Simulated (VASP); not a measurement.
# KCl (Sylvite) in VASP: settings compared

KCl (Sylvite) is run at these levels: PBEsol+D4, PBEsol, PBEsol+D3(BJ); tasks: single point.

Program: VASP 6.6.1. These are calculated values, not measurements. Logs are shortened: lines on timing, memory, paths and dates and some standing lists are left out, and cuts for length are marked.

**What was measured.**

From a printed reference work, monograph, for a bulk crystal of KCl: band gap 8.68 eV.

The results are compared with them further down.

## (1) The cell of the first run

The typed cell holds 2 atoms: a = 4.450 Å, b = 4.450 Å, c = 4.450 Å, α = 60.00°, β = 60.00°, γ = 60.00°.

## (2) Single point, PBEsol+D4 (atoms moved at random)

INCAR

```
ALGO = Normal
EDIFF = 1E-7
ENCUT = 520
GGA = PS
ISIF = 2
ISMEAR = 1
IVDW = 13
LASPH = True
LCHARG = False
LREAL = False
LWAVE = False
NBANDS = 15
NELM = 60
PREC = Accurate
SIGMA = 0.1
```

KPOINTS

```
k-points
0
Gamma
  6 6 6
```

POSCAR

```
KCl
1.0
    0.0000000000      3.1464700000      3.1464700000
    3.1464700000      0.0000000000      3.1464700000
    3.1464700000      3.1464700000      0.0000000000
K Cl
1 1
Direct
    0.0002825051     -0.0008561592     -0.0013799000
    0.5000894949      0.4991771592      0.4986849000
```

Potentials or basis: VASP PAW PBE potentials, release 64 (K_sv, Cl).

On the command line:

```sh
$ cat potpaw_PBE.64/K_sv/POTCAR potpaw_PBE.64/Cl/POTCAR > POTCAR
$ mpirun -np 1 vasp_std > vasp.out
```

OUTCAR:

```text
EDIFF = 1E-7
   ENCUT = 520
   GGA = PS
   ISIF = 2
   ISMEAR = 1
   IVDW = 13
   LASPH = True
   LREAL = False
   NELM = 60
   PREC = Accurate

 ion  position               nearest neighbor table
   1  0.000  0.999  0.999-   2 3.15   2 3.15   2 3.15   2 3.15   2 3.15   2 3.15
   2  0.500  0.499  0.499-   1 3.15   1 3.15   1 3.15   1 3.15   1 3.15   1 3.15

  LATTYP: Found a face centered cubic cell.
 ALAT       =     6.2929400000

  Lattice vectors:

 A1 = (   0.0000000000,   3.1464700000,   3.1464700000)
 A2 = (   3.1464700000,   0.0000000000,   3.1464700000)
 A3 = (   3.1464700000,   3.1464700000,   0.0000000000)

Analysis of symmetry for initial positions (statically):
=====================================================================
 Subroutine PRICEL returns:
 Original cell was already a primitive cell.

 Routine SETGRP: Setting up the symmetry group for a
 face centered cubic supercell.

 Subroutine GETGRP returns: Found  1 space group operations
 (whereof  1 operations were pure point group operations)
 out of a pool of 48 trial point group operations.

The static configuration has the point symmetry C_1 .

Analysis of symmetry for dynamics (positions and initial velocities):
=====================================================================
 Subroutine PRICEL returns:
 Original cell was already a primitive cell.

 Routine SETGRP: Setting up the symmetry group for a
 face centered cubic supercell.

 Subroutine GETGRP returns: Found  1 space group operations
 (whereof  1 operations were pure point group operations)
 out of a pool of 48 trial point group operations.

The dynamic configuration has the point symmetry C_1 .

 Subroutine INISYM returns: Found  1 space group operations
 (whereof  1 operations are pure point group operations),
 and found     1 'primitive' translations

----------------------------------------------------------------------------------------

                                     Primitive cell

  volume of cell :      62.3018

  direct lattice vectors                    reciprocal lattice vectors
     0.000000000  3.146470000  3.146470000    -0.158908237  0.158908237  0.158908237
     3.146470000  0.000000000  3.146470000     0.158908237 -0.158908237  0.158908237
     3.146470000  3.146470000  0.000000000     0.158908237  0.158908237 -0.158908237

  length of vectors
     4.449780548  4.449780548  4.449780548     0.275237140  0.275237140  0.275237140

  position of ions in fractional coordinates (direct lattice)
     0.000282505  0.999143841  0.998620100
     0.500089495  0.499177159  0.498684900

  ion indices of the primitive-cell ions
   primitive index   ion index
                 1           1
                 2           2

----------------------------------------------------------------------------------------

 KPOINTS: k-points

Automatic generation of k-mesh.
 Grid dimensions read from file:
 generate k-points for:    6    6    6

 Generating k-lattice:

  Cartesian coordinates                     Fractional coordinates (reciprocal lattice)
    -0.026484706  0.026484706  0.026484706     0.166666667  0.000000000  0.000000000
     0.026484706 -0.026484706  0.026484706     0.000000000  0.166666667  0.000000000
     0.026484706  0.026484706 -0.026484706     0.000000000  0.000000000  0.166666667

  Length of vectors
     0.045872857  0.045872857  0.045872857

  Shift w.r.t. Gamma in fractional coordinates (k-lattice)
     0.000000000  0.000000000  0.000000000

 Subroutine IBZKPT returns following result:
 ===========================================

 Found    112 irreducible k-points:

 Following reciprocal coordinates:
            Coordinates               Weight
  0.000000  0.000000  0.000000      1.000000
  0.166667  0.000000  0.000000      2.000000
  0.000000  0.166667  0.000000      2.000000
  0.000000  0.000000  0.166667      2.000000
  0.166667  0.166667  0.166667      2.000000
  0.333333  0.000000  0.000000      2.000000
[... 16 lines left out ...]
  0.166667 -0.166667 -0.166667      2.000000
  0.333333  0.333333  0.166667      2.000000
 [... further k-points ...]
   k-points           NKPTS =    112   k-points in BZ     NKDIM =    112   number of bands    NBANDS=     15
   number of dos      NEDOS =    301   number of ions     NIONS =      2
   total plane-waves  NPLWV =  46656
   dimension x,y,z NGX =    36 NGY =   36 NGZ =   36
   dimension x,y,z NGXF=    72 NGYF=   72 NGZF=   72
   ions per type =               1   1
   NGX,Y,Z   is equivalent  to a cutoff of  13.45, 13.45, 13.45 a.u.
   NGXF,Y,Z  is equivalent  to a cutoff of  26.90, 26.90, 26.90 a.u.
 SYSTEM =  unknown system
   PREC   = accura    normal or accurate (medium, high low for compatibility)
   ISTART =      0    job   : 0-new  1-cont  2-samecut
   ICHARG =      2    charge: 1-file 2-atom 10-const
   ISPIN  =      1    spin polarized calculation?
   LNONCOLLINEAR =      F non collinear calculations
   LSORBIT =      F    spin-orbit coupling
   LASPH  =      T    aspherical Exc in radial PAW
   ENCUT  =  520.0 eV  38.22 Ry    6.18 a.u.   8.27  8.27  8.27*2*pi/ulx,y,z
   NELM   =     60;   NELMIN=  2; NELMDL= -5     # of ELM steps
   EDIFF  = 0.1E-06   stopping-criterion for ELM
   LREAL  =      F    real-space projection
   EDIFFG = 0.1E-05   stopping-criterion for IOM
   NSW    =      0    number of steps for IOM
   IBRION =     -1    ionic relax: 0-MD 1-quasi-New 2-CG
   NFREE  =      0    steps in history (QN), initial steepest desc. (CG)
   ISIF   =      2    stress and relaxation
   ISYM   =      2    0-nonsym 1-usesym 2-fastsym
   POTIM  = 0.5000    time-step for ionic-motion
   TEBEG  =    0.0;   TEEND  =   0.0 temperature during run
   PSTRESS=    0.0 pullay stress
   NELECT =      16.0000    total number of electrons
   NUPDOWN=      -1.0000    fix difference up-down
   EMIN   =  10.00;   EMAX   =-10.00  energy-range for DOS
   EFERMI =   0.00;   METHOD = LEGACY
   ISMEAR =     1;   SIGMA  =   0.10  broadening in eV -4-tet -1-fermi 0-gaus
   EFERMI_NEDOS =   21; number of points for ismear=-14 and -15
   IALGO  =     38    algorithm
   IMIX   =      4    mixing-type and parameters
     AMIX     =   0.40;   BMIX     =  1.00
     AMIX_MAG =   1.60;   BMIX_MAG =  1.00
  volume/ion in A,a.u.               =      31.15       210.22
  Fermi-wavevector in a.u.,A,eV,Ry     =   1.040594  1.966437 14.732871  1.082835
  Thomas-Fermi vector in A             =   2.175177
   LORBIT       =      0    0 simple, 1 ext, 2 COOP (PROOUT), +10 PAW based schemes
   GGA     = PS    functional components
   LHFCALC =     F    Hartree Fock is set to
   AEXX    =    0.0000 exact exchange contribution
   IVDW    =    13    specifies the selected vdW correction
   LEPSILON=     F    determine dielectric tensor
   LRPA    =     F    only Hartree local field effects (RPA)
 non-spin polarized calculation
 Methfessel and Paxton  Order N= 1 SIGMA  =   0.10
  energy-cutoff  :      520.00
  volume of cell :       62.30
 maximum number of plane-waves:      1694
 NGX is ok and might be reduce to    36
   NGX = 17   NGY = 17   NGZ = 17

 number of electron      16.0000001 magnetization

 Free energy of the ion-electron system (eV)
  ---------------------------------------------------
  ext. energy  EPLUGINS =         0.00000000
  ---------------------------------------------------
  free energy    TOTEN  =        -7.02138254 eV

  energy without entropy =       -7.02338547  energy(sigma->0) =       -7.02205018

 E-fermi :  -1.8901     XC(G=0):  -7.7202

 val. band max:       -1.9062713990   @ k =   0.0000   0.0000   0.0000
 cond. band min:       3.1166296258   @ k =   0.0000   0.0000   0.0000
 fundamental gap:      5.0229010248
 Fermi energy:        -1.8901082784

 k-point     1 :       0.0000    0.0000    0.0000
  band No.  band energies     occupation
      1     -28.9499      2.00000
      2     -13.9975      2.00000
      3     -12.4763      2.00000
      4     -12.4763      2.00000
      5     -12.4763      2.00000
      6      -1.9063      1.26965
      7      -1.9063      1.26965
      8      -1.9063      1.26964
      9       3.1166      0.00000
     10       6.3891      0.00000
     11       6.3891      0.00000
     12       6.3891      0.00000
     13       7.2746      0.00000
     14       7.2746      0.00000
     15      10.8430      0.00000

 k-point     2 :       0.1667    0.0000    0.0000
  band No.  band energies     occupation
      1     -28.9472      2.00000
      2     -14.0477      2.00000
      3     -12.4788      2.00000
      4     -12.4788      2.00000
      5     -12.4126      2.00000
      6      -2.2321      2.00001
      7      -1.9944      2.05800
      8      -1.9944      2.05800
      9       3.7598      0.00000
     10       6.1994      0.00000
     11       6.7366      0.00000
     12       6.7366      0.00000
     13       7.6501      0.00000
     14       7.6501      0.00000
     15      11.8041      0.00000

 k-point     3 :       0.0000    0.1667    0.0000
  band No.  band energies     occupation
      1     -28.9472      2.00000
      2     -14.0477      2.00000
      3     -12.4788      2.00000
      4     -12.4788      2.00000
      5     -12.4126      2.00000
      6      -2.2321      2.00001
      7      -1.9944      2.05800
      8      -1.9944      2.05800
      9       3.7598      0.00000
     10       6.1994      0.00000
     11       6.7366      0.00000
     12       6.7366      0.00000
     13       7.6501      0.00000
     14       7.6501      0.00000
     15      11.8041      0.00000
[... 343 lines left out ...]
 k-point    23 :       0.1667   -0.1667   -0.1667
  band No.  band energies     occupation
      1     -28.9417      2.00000
      2     -14.0788      2.00000
      3     -12.5003      2.00000
      4     -12.4981      2.00000
      5     -12.3615      2.00000
      6      -2.6327      2.00000
      7      -2.1397      2.00236
      8      -2.0907      2.01569
      9       4.8872      0.00000
     10       5.5468      0.00000
     11       7.8283      0.00000
     12       7.9735      0.00000
     13       8.0613      0.00000
     14       8.6178      0.00000
     15      10.7198      0.00000

 k-point    24 :       0.3333    0.3333    0.1667
  band No.  band energies     occupation
      1     -28.9417      2.00000
      2     -14.0788      2.00000
      3     -12.5003      2.00000
      4     -12.4981      2.00000
      5     -12.3615      2.00000
      6      -2.6327      2.00000
      7      -2.1397      2.00236
      8      -2.0907      2.01569
      9       4.8872      0.00000
     10       5.5468      0.00000
     11       7.8283      0.00000
     12       7.9735      0.00000
     13       8.0613      0.00000
     14       8.6178      0.00000
     15      10.7198      0.00000

 [... further k-points ...]

------------------------ aborting loop because EDIFF is reached ----------------------------------------

  DFT-D4 for vdW energy calculation

  Edisp (eV):   -0.12864

  FORCE on cell =-STRESS in cart. coord.  units (eV):
  Direction    XX          YY          ZZ          XY          YZ          ZX
  --------------------------------------------------------------------------------------
  -------------------------------------------------------------------------------------
  Total      -0.28395    -0.28396    -0.28396     0.00002     0.00001     0.00001
  in kB      -7.30214    -7.30243    -7.30245     0.00055     0.00021     0.00036
  external pressure =       -7.30 kB  Pullay stress =        0.00 kB

 VOLUME and BASIS-vectors are now :
 -----------------------------------------------------------------------------
  energy-cutoff  :      520.00
  volume of cell :       62.30
      direct lattice vectors                 reciprocal lattice vectors
     0.000000000  3.146470000  3.146470000    -0.158908237  0.158908237  0.158908237
     3.146470000  0.000000000  3.146470000     0.158908237 -0.158908237  0.158908237
     3.146470000  3.146470000  0.000000000     0.158908237  0.158908237 -0.158908237

 POSITION                                       TOTAL-FORCE (eV/Angst)
 -----------------------------------------------------------------------------------
      6.28590      3.14302      3.14467         0.000318     -0.000502     -0.000610
      3.13974      3.14261      3.14416        -0.000318      0.000502      0.000610
 -----------------------------------------------------------------------------------
    total drift:                                0.000022      0.000015      0.000010

  FREE ENERGIE OF THE ION-ELECTRON SYSTEM (eV)
  ---------------------------------------------------
  free  energy   TOTEN  =        -7.1500202057 eV

  energy  without entropy=       -7.1520231318  energy(sigma->0) =       -7.15068785
```

Wall time 44 s (1 thread of Intel Xeon 6975P-C (Granite Rapids), shared host); peak memory 0.26 GiB.

Results:

| Property | Result |
| --- | --- |
| Free energy | -7.1500 eV |
| Pressure | -0.7 GPa |
| Band gap on the k mesh | 5.02 eV, direct |
| Dispersion energy per atom | -0.064 eV |

Caveat: the cell differs from its parent crystal (atoms moved at random); the PAW data sets were made with another functional, which shifts forces and pressure a little.

## (3) Single point, PBEsol, non-collinear spin, typed start

INCAR

```
PREC     = Accurate       # precision mode
ENCUT    = 520            # plane-wave cutoff, eV
EDIFF    = 1E-7           # SCF threshold, eV
ISMEAR   = -1             # smearing method
SIGMA    = 0.1            # smearing width, eV
LREAL    = False          # projectors in reciprocal space
LASPH    = True           # aspherical terms in the spheres
NELM     = 150            # most SCF steps
ALGO     = Normal         # electronic algorithm
ISIF     = 2              # what is computed and relaxed
LWAVE    = False          # write WAVECAR
LCHARG   = False          # write CHGCAR
LNONCOLLINEAR= True           # non-collinear magnetism
MAGMOM   = 0.5 0 0 0 0 0  # initial moments
LORBIT   = 11             # projections on sites
GGA      = PS             # functional
NBANDS   = 28             # bands
```

KPOINTS

```
regular mesh
0
Gamma
  7 7 7
```

POSCAR

```
KCl
1.0
    0.0000000000      3.1464700000      3.1464700000
    3.1464700000      0.0000000000      3.1464700000
    3.1464700000      3.1464700000      0.0000000000
K Cl
1 1
Direct
    0.0000000000      0.0000000000      0.0000000000
    0.5000000000      0.5000000000      0.5000000000
```

Potentials or basis: VASP PAW PBE potentials, release 64 (K_sv, Cl).

On the command line:

```sh
$ cat potpaw_PBE.64/K_sv/POTCAR potpaw_PBE.64/Cl/POTCAR > POTCAR
$ mpirun -np 1 vasp_ncl > vasp.out
```

Run time: 2.3 min. Hardware: 1 thread of Intel Xeon 6975P-C (Granite Rapids), shared host; peak memory 0.46 GiB.

Results (log left out):

```yaml
Free_energy: -7.0221 eV
Pressure: -0.4 GPa
Band_gap_on_the_k_mesh: 5.02 eV, direct
Net_moment: 0.00 μB per cell
Valence_electrons_inside_the_program's_atomic_spheres: K 7.55; Cl 5.12
```

Levels at points of the mesh, in eV from the valence-band top:
| k point | band 12 | band 13 | band 14 | band 15 | band 16 | band 17 | band 18 | band 19 | band 20 | band 21 |
| --- | --- | --- | --- | --- | --- | --- | --- | --- | --- | --- |
| (0.00, 0.00, 0.00) | 0.00 | 0.00 | 0.00 | 0.00 | 0.00 | 5.02 | 5.02 | 8.29 | 8.29 | 8.29 |

Moments on the atoms (μB; x, y, z):
```
K   0.00 0.00 0.00
Cl  0.00 0.00 0.00
```

Caveat: the PAW data sets were made with another functional, which shifts forces and pressure a little.

## (4) Single point, PBEsol+D3(BJ)

This run uses another cell than the first one, of 28.79 Å³/atom, 0.924 times its volume.

INCAR

```
PREC     = Accurate       # precision mode
ENCUT    = 520            # plane-wave cutoff, eV
EDIFF    = 1E-6           # SCF threshold, eV
ISMEAR   = -1             # smearing method
SIGMA    = 0.05           # smearing width, eV
LREAL    = F              # projectors in reciprocal space
LASPH    = T              # aspherical terms in the spheres
NELM     = 60             # most SCF steps
ALGO     = Normal         # electronic algorithm
ISIF     = 2              # what is computed and relaxed
LWAVE    = F              # write WAVECAR
LCHARG   = F              # write CHGCAR
GGA      = PS             # functional
IVDW     = 12             # dispersion correction
NBANDS   = 15             # bands
```

KPOINTS is that of step 3.

POSCAR

```
KCl
1.0
    0.0000000000      3.0647986549      3.0647986549
    3.0647986549      0.0000000000      3.0647986549
    3.0647986549      3.0647986549      0.0000000000
K Cl
1 1
Direct
    0.0000000000      0.0000000000      0.0000000000
    0.5000000000      0.5000000000      0.5000000000
```

On the command line:

```sh
$ cat potpaw_PBE.64/K_sv/POTCAR potpaw_PBE.64/Cl/POTCAR > POTCAR
$ mpirun -np 1 vasp_std > vasp.out
```

Wall time 8.9 s (1 thread of Intel Xeon 6975P-C (Granite Rapids), shared host); peak memory 0.18 GiB.

Results (log left out):

| Item | Value |
| --- | --- |
| Free energy | -7.4165 eV |
| Pressure | 0.1 GPa |
| Band gap on the k mesh | 5.28 eV, direct |
| Dispersion energy per atom | -0.203 eV |

Levels at points of the mesh, in eV from the valence-band top:
| k point | band 5 | band 6 | band 7 | band 8 | band 9 | band 10 | band 11 | band 12 |
| --- | --- | --- | --- | --- | --- | --- | --- | --- |
| (0.00, 0.00, 0.00) | -10.39 | 0.00 | 0.00 | 0.00 | 5.28 | 8.31 | 8.31 | 8.31 |

Caveat: the PAW data sets were made with another functional, which shifts forces and pressure a little.

## (5) Overview

| level | spin | cell | k mesh | smearing | gap on the mesh (eV) | pressure (GPa) |
| --- | --- | --- | --- | --- | --- | --- |
| PBEsol+D4 | off | a = 4.450 Å, angles 60.0°, 2 atoms | 6 × 6 × 6 | methfessel-paxton 0.1 eV | 5.02 | -0.7 |
| PBEsol | non-collinear, typed start | a = 4.450 Å, angles 60.0°, 2 atoms | 7 × 7 × 7 | fermi-dirac 0.1 eV | 5.02 | -0.4 |
| PBEsol+D3(BJ) | off | a = 4.334 Å, angles 60.0°, 2 atoms | 7 × 7 × 7 | fermi-dirac 0.05 eV | 5.28 | 0.1 |

Alike in all rows: task single point; potentials or basis VASP PAW PBE potentials, release 64 (K_sv, Cl); cutoff (eV) 520.

Caveats: the PAW data sets were made with another functional, which shifts forces and pressure a little.

Absolute energies hang on the potentials; compare differences alone.

## (6) How close it comes

Step 3. Measured gap of KCl: 8.68 eV (a printed reference work, monograph). This calculation gives 5.02 eV (-3.66 eV). The value is that of PBEsol on a finite k mesh, which can miss the band edges, without temperature or zero-point motion. Semilocal functionals fall short of measured gaps as a rule.

Step 4. A measured gap of KCl is 8.68 eV (a printed reference work, monograph); the calculated 5.28 eV misses it by -3.40 eV. The value is that of PBEsol+D3(BJ), without temperature or zero-point motion. Semilocal functionals fall short of measured gaps as a rule.
